## Examination question: the core levels of MoSi₂

The table lists the core eigenvalues of one all-electron PBE calculation on metallic MoSi₂, measured from the Fermi energy. A core shell is labelled $n\,l\,j$: principal quantum number, orbital angular momentum and total angular momentum. The depth $B$ of a level is its core level with the sign reversed. The core states are solutions of the Dirac equation, and spin-orbit coupling is left out for the valence states only.

Kohn-Sham core eigenvalues of MoSi₂ (space group I4/mmm) relative to the Fermi energy, computed with exciting sodium using PBE and all-electron LAPW+lo with the shipped species files. The calculation is non-spin-polarised, without spin-orbit coupling for the valence states, with a 12×12×12 k-mesh, rgkmax 7.8 and Fermi-Dirac smearing of 0.05 eV.

```csv
row,core level (eV),core element,core shell
1,-1780.7,Si,1s1/2
2,-134.5,Si,2s1/2
3,-91.0,Si,2p1/2
4,-90.3,Si,2p3/2
5,-19809.8,Mo,1s1/2
6,-2794.5,Mo,2s1/2
7,-2570.4,Mo,2p1/2
8,-2463.8,Mo,2p3/2
9,-472.8,Mo,3s1/2
10,-387.6,Mo,3p1/2
11,-370.0,Mo,3p3/2
12,-219.4,Mo,3d3/2
13,-216.1,Mo,3d5/2
```

(a) Express each depth through an effective nuclear charge. What does the result for Si 1s reveal, and why do the levels of the two elements interleave as they do?

(b) Why are 2s1/2 and 2p1/2 not degenerate, and how does their gap change from Si to Mo?

(c) Can the effective charge of part (a) also give the splitting between the two $j$ levels of a p or d shell? Estimate the Si 2p splitting from that of Mo 2p.

(d) How far can these numbers be read as binding energies?

## Model answer

### (a) Depth: electrons inside and electrons outside

One electron around a bare charge $Z_\mathrm{eff}$ is bound by

$$B \approx \mathrm{Ry}\,\frac{Z_\mathrm{eff}^2}{n^2}\left[1+\frac{(Z_\mathrm{eff}\alpha)^2}{n^2}\left(\frac{n}{j+1/2}-\frac34\right)\right],$$

with Ry the Rydberg energy and $\alpha$ the fine-structure constant. The full Dirac form of this expression was inverted row by row for $Z_\mathrm{eff}$ and for the screening number $\sigma = Z - Z_\mathrm{eff}$; all values stand in the output after this text. With one number per row this only restates the table. The formula counts energy from the vacuum and the table from the Fermi level, but raising the zero by 5 eV changes no $\sigma$ by more than 0.14.

The telling row is Si 1s, with $\sigma = 2.57$. A 1s electron has a single partner in its shell, to which Slater's rules assign a screening of 0.30. Removing one electron also frees the other from this screening, so the partner counts about twice, near 0.6, which is still only about a quarter of the total. Electrostatics supplies the main term. A spherical shell of $N$ electrons at radius $R$ exerts no force on an electron inside it, yet it raises the potential energy there by the constant $Ne^2/(4\pi\varepsilon_0 R)$. Mo has more outer shells, and its 1s screening number is larger, 4.21.

Slater's rules allow a check with no adjusted parameter. Screening by inner and same-shell electrons alone makes every shell too deep, by 19 % of the table value for Mo 1s up to 257 % for the mean of Mo 3s and 3p. The alternative is to compute the energy of removing one electron from the free atom. The electrons left in the same shell and those of the outer shells then see a larger charge and sink, and both gains, which are the counterpart of their repulsion, are subtracted. The mean absolute error over six shells becomes 9.5 %. The outer shells supply the larger part of this correction in every case except Si 2sp, where the electrons of the same shell do, so the comparison supports outer screening as a major reason why the levels are shallower than inner screening alone would make them.

The levels interleave because depth follows $Z_\mathrm{eff}/n$ and not $Z$. For Si 1s this ratio is 11.43, which lies between $26.88/2 = 13.44$ for Mo 2p3/2 and the much smaller value of the Mo $n=3$ shell. The light atom's first shell is therefore deeper than the heavy atom's third shell and shallower than its second.

The Slater removal energies give this order independently. They place Si 1s at 1909 eV, between Mo 2sp and Mo 3sp, and Mo 3d, at 202 eV, deeper than Si 2sp, at 116 eV. The same logic explains why Mo/Si depth ratios exceed $(42/14)^2 = 9$. Screening removes a larger fraction of a small nuclear charge than of a large one.

That fraction grows from shell to shell. For 1s the ratio is 11.1, only a little above the bare value. For 2p3/2 it is 27.3, because screening there takes 8.85 of the 14 charges of Si, well over half, and roughly a third of those of Mo.

### (b) Equal $n$ and $j$: penetration

In a pure Coulomb field the Dirac energy depends on $n$ and $j$ only, so 2s1/2 and 2p1/2 would coincide. Their gap therefore shows that the potential in the atom does not have the shape of $-Z/r$; adding a constant to that shape would open no gap. The standard cause is penetration: near the nucleus a radial function grows as $r^l$, so an s electron spends more time inside the other electrons than a p electron, and a p more than a d. All four equal-$j$ pairs of the table have the lower $l$ deeper.

Differentiating $B \approx \mathrm{Ry}\,Z_\mathrm{eff}^2/n^2$ gives a gap of about $2\,\mathrm{Ry}\,Z_\mathrm{eff}\,\Delta\sigma/n^2$, with $\Delta\sigma$ the step in screening number. If $\Delta\sigma$ keeps the same value from element to element, the gap grows only as the first power of $Z_\mathrm{eff}$. The gap rises from 43.5 eV in Si to 224.1 eV in Mo, while the step barely moves, from 1.11 to 1.15. This is the screening doublet of X-ray spectroscopy, an empirical regularity seen here for two elements only. Equal numbers of 1s and $n=2$ electrons do not by themselves explain it: the constant potential of the outer shells lowers $Z_\mathrm{eff}$ but cancels in the gap.

### (c) Spin-orbit doublets: a second screening number

The spin-orbit energy is proportional to $\langle r^{-1}\,dV/dr\rangle\,\mathbf{l}\cdot\mathbf{s}$, where $V$ is the potential energy. For a Coulomb field $r^{-1}dV/dr \propto Z/r^3$, and the hydrogenic average $\langle r^{-3}\rangle$ is $Z^3/[n^3 l(l+\tfrac12)(l+1)]$ in atomic units. The two $j$ levels differ in $\mathbf{l}\cdot\mathbf{s}$ by $l+\tfrac12$, which gives

$$\Delta E \approx \frac{\alpha^2\,\mathrm{Ry}\,(Z-\sigma_2)^4}{n^3\,l(l+1)} .$$

Theory gives two reasons why the screening number $\sigma_2$ should be smaller than $\sigma$. The constant potential of the outer shells has no slope and drops out. The weight $r^{-3}$ also favours the innermost part of the orbital, where few electrons stand between it and the nucleus.

The numbers agree for all four doublets. The charge taken from the depth yields only 0.235 of the calculated splitting for Mo 2p and 0.028 of it for Mo 3d. The bare nuclear charge overshoots in every case, by a factor of 1.41 for Mo 2p up to 4.26 for Mo 3d. The answer to the first question is therefore no.

Fitting one $\sigma_2$ to each Mo doublet gives 3.33 for 2p, 8.51 for 3p and 12.70 for 3d. These values are close to the rough, recalled X-ray screening constants listed in the output, but they are not counts of inner electrons. The inner lobe of 3p lies in about the same region as 2p, so it has no more electrons inside it. What should differ is its share of the orbital: the outer lobe of 3p feels a well-screened nucleus and spreads out, which leaves less of the electron close to the nucleus than the hydrogenic formula assumes. A 3d orbital has no inner lobe and keeps farther out, where more electrons do stand between it and the nucleus. This reading is expected from theory; no orbital was examined here.

The failure of the depth charge also explains an irregularity of part (a): the two Mo 2p rows return different $\sigma$ because that charge supplies too little of their splitting.

For the estimate, $\sigma_2$ is fixed on Mo 2p alone and carried over to Si, which is not part of that fit. With $n=2$, $l=1$ the denominator is 16, and $\alpha^2\mathrm{Ry} = 13.606\ \mathrm{eV}/137.04^2 = 7.245\times10^{-4}$ eV:

$$\Delta E = \frac{7.245\times10^{-4}\ \mathrm{eV}\times(14-3.33)^4}{16} = \frac{7.245\times10^{-4}\ \mathrm{eV}\times 12962}{16} = 0.587\ \mathrm{eV}.$$

The full Dirac difference gives 0.589 eV. The unrounded levels of the same calculation are split by 0.647 eV, so the estimate is 8.9 % low relative to that value. The rounded rows suggest 0.7 eV, and their rounding is as large as the error under test, so the unrounded levels must be used here.

The two kinds of gap scale differently, and this lets a neighbouring case be guessed. In Si the 2s–2p1/2 gap of 43.5 eV dwarfs the doublet of 0.647 eV. In Mo the first-power gap of 224.1 eV is only about twice the fourth-power doublet of 106.6 eV. For an element between the two, the 2p doublet can be estimated by keeping $\sigma_2$ and changing only $Z$. The 2s–2p1/2 gap needs more: $\Delta\sigma$ can be kept, but the $\sigma$ inside $Z_\mathrm{eff}$ must be interpolated, since for 2p1/2 it grows from 8.83 in Si to 14.68 in Mo.

### (d) Eigenvalues and binding energies

The rows are ground-state Kohn-Sham eigenvalues with every core shell full. By Janak's theorem the removal energy is the depth averaged over the occupation as the electron is taken out. In PBE, with its residual self-interaction, a compact level sinks as it is emptied, so the full-shell eigenvalue is too shallow. Measured binding energies of the elements, recalled only roughly, exceed the depths found here by about 10 eV for both Si 2p3/2 and Mo 3d5/2. The argument makes the shortfall larger for more compact shells, so one constant shift will not repair the column.

## Remarks on the reasoning

Full marks require separating restatement from test. Each $\sigma$ and each $\sigma_2$ is one number drawn from one datum. The tests are the Slater depths (nothing in them was fitted to this table), the failure of both alternative charges, and the transfer from Mo 2p to Si 2p. The near-constant $\Delta\sigma$ is an observed regularity. Penetration and the small-radius weighting are argued from theory, and the table is consistent with them.

A common error is to read the 2p splitting ratio of 165 as a new power law. It exceeds the 81 of $Z^4$ because a nearly fixed $\sigma_2$ weakens Si more: $(38.67/10.92)^4 = 157$, with each element's own $\sigma_2$. Higher-order Dirac terms in Mo supply the rest. An exponent from two elements describes those two elements only.

A second error is to praise the Slater result for Mo 1s, which is 0.2 % from the table. The model omits the relativistic gain, 575 eV in a hydrogen-like estimate, and adding it gives $19854 + 575 = 20429$ eV, about 3 % too deep. The close agreement is a cancellation between that omission and the other approximations, among them the comparison of a free-atom removal energy with a crystal eigenvalue.

The worst shell is Mo 3sp, which the model places 25 % too shallow. The ten 3d electrons supply most of the outer term subtracted there. The rules treat them as lying wholly outside 3s and 3p although they share the same region, which may make that term too large; this was not tested. For practice, doublet splittings are differences within one shell, in which the energy zero cancels and much of the eigenvalue error should too, so they are the safer guide for assigning a photoelectron spectrum. Absolute positions call for a core-hole calculation, and a chemical shift calls for the same calculation on a reference material with an aligned zero.

The analysis program printed:

```
Depth below E_F (rounding 0.05 eV); Dirac Zeff; sigma = Z-Zeff; sigma if zero is 5 eV higher
Si 1s1/2:   1780.7 eV  Zeff 11.43  sigma  2.57  shifted  2.55
Si 2s1/2:    134.5 eV  Zeff  6.29  sigma  7.71  shifted  7.60
Si 2p1/2:     91.0 eV  Zeff  5.17  sigma  8.83  shifted  8.69
Si 2p3/2:     90.3 eV  Zeff  5.15  sigma  8.85  shifted  8.71
Mo 1s1/2:  19809.8 eV  Zeff 37.79  sigma  4.21  shifted  4.21
Mo 2s1/2:   2794.5 eV  Zeff 28.47  sigma 13.53  shifted 13.51
Mo 2p1/2:   2570.4 eV  Zeff 27.32  sigma 14.68  shifted 14.66
Mo 2p3/2:   2463.8 eV  Zeff 26.88  sigma 15.12  shifted 15.09
Mo 3s1/2:    472.8 eV  Zeff 17.65  sigma 24.35  shifted 24.26
Mo 3p1/2:    387.6 eV  Zeff 15.98  sigma 26.02  shifted 25.91
Mo 3p3/2:    370.0 eV  Zeff 15.64  sigma 26.36  shifted 26.26
Mo 3d3/2:    219.4 eV  Zeff 12.04  sigma 29.96  shifted 29.82
Mo 3d5/2:    216.1 eV  Zeff 11.95  sigma 30.05  shifted 29.91
Mo/Si depth ratio 1s1/2: 11.12 (Z^2 gives 9), apparent exponent 2.19
Mo/Si depth ratio 2s1/2: 20.78 (Z^2 gives 9), apparent exponent 2.76
Mo/Si depth ratio 2p3/2: 27.28 (Z^2 gives 9), apparent exponent 3.01
Equal n and j (degenerate in a pure Coulomb field): gap, step in sigma
Si 2s1/2-2p1/2: 43.5 eV, step 1.11 (shifted zero 1.09)
Mo 2s1/2-2p1/2: 224.1 eV, step 1.15 (shifted zero 1.15)
Mo 3s1/2-3p1/2: 85.2 eV, step 1.66 (shifted zero 1.65)
Mo 3p3/2-3d3/2: 150.6 eV, step 3.59 (shifted zero 3.56)
Doublets, eV: unrounded (table +-0.1); sigma2 (rough recalled X-ray); predicted from bare Z; from depth Zeff
Si 2p: 0.647 (0.7); sigma2 3.08 (3.5); bare 1.75 (x2.71); depth 0.032 (x0.050)
Mo 2p: 106.561 (106.6); sigma2 3.33 (3.5); bare 149.73 (x1.41); depth 25.033 (x0.235)
Mo 3p: 17.547 (17.6); sigma2 8.51 (8.5); bare 44.45 (x2.53); depth 0.846 (x0.048)
Mo 3d: 3.323 (3.3); sigma2 12.70 (13); bare 14.15 (x4.26); depth 0.093 (x0.028)
Si 2p predicted with sigma2 of Mo 2p: 0.589 eV, error -8.9 %
2p splitting Mo/Si 165 (Z^4 gives 81), apparent exponent 4.65
Mo 2p/3p 6.07 (n^3 gives 3.38); 3p/3d 5.28 (l(l+1) gives 3)
Slater rules (free atom, no relativity), eV: table mean; inner screening only; removal = own - outer
Si 1s: 1781; 2554 (+43 %); 2441 - 532 = 1909 (+7.2 %)
Si 2sp: 102; 330 (+225 %); 163 - 47 = 116 (+14.2 %)
Mo 1s: 19810; 23659 (+19 %); 23317 - 3463 = 19854 (+0.2 %)
Mo 2sp: 2573; 4873 (+89 %); 4239 - 1578 = 2662 (+3.4 %)
Mo 3sp: 400; 1429 (+257 %); 1200 - 900 = 300 (-25.0 %)
Mo 3d: 217; 657 (+202 %); 457 - 255 = 202 (-7.1 %)
Worst removal-model shell: Mo 3sp -25.0 %; mean absolute error 9.5 %
Omitted 1s relativistic gain at Z-0.3: Mo 575 eV, Si 6.4 eV
```
